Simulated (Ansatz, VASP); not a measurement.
**SnTe: VASP beside Ansatz**

```
CELL_PARAMETERS angstrom
0.00000 3.15085 3.15085
3.15085 0.00000 3.15085
3.15085 3.15085 0.00000
ATOMIC_POSITIONS crystal
Te 0.50000 0.50000 0.50000
Sn 0.00000 0.00000 0.00000
```

Alike in both runs: task single point; functional PBE; k mesh 7 × 7 × 7; occupations gaussian, width 0.029 eV; no spin polarisation.

|  | VASP | Ansatz |
| --- | --- | --- |
| version | VASP 6.6.1 | Ansatz 0.2.0 |
| potentials or method | VASP PAW PBE potentials, release 64 (Te, Sn_d) | Ansatz PAW |
| plane-wave cutoff (eV) | 520 | 420 |
| valence electrons in the cell | 20 | 30 |

|  | VASP | Ansatz | Ansatz less VASP |
| --- | --- | --- | --- |
| gap on the k mesh at the Fermi level (eV) | 0.66 | 0.66 | +0.001 |
| least direct gap on the mesh (eV) | 0.66 | 0.66 | +0.001 |
| pressure (GPa) | 2.2 | 2.2 | +0.05 |

The functional is the same, so the differences come from potentials, cutoffs and numerics. The two sets of potentials don't hold the same shells in valence.

Spin-orbit coupling is left out, which matters for the levels of Te.
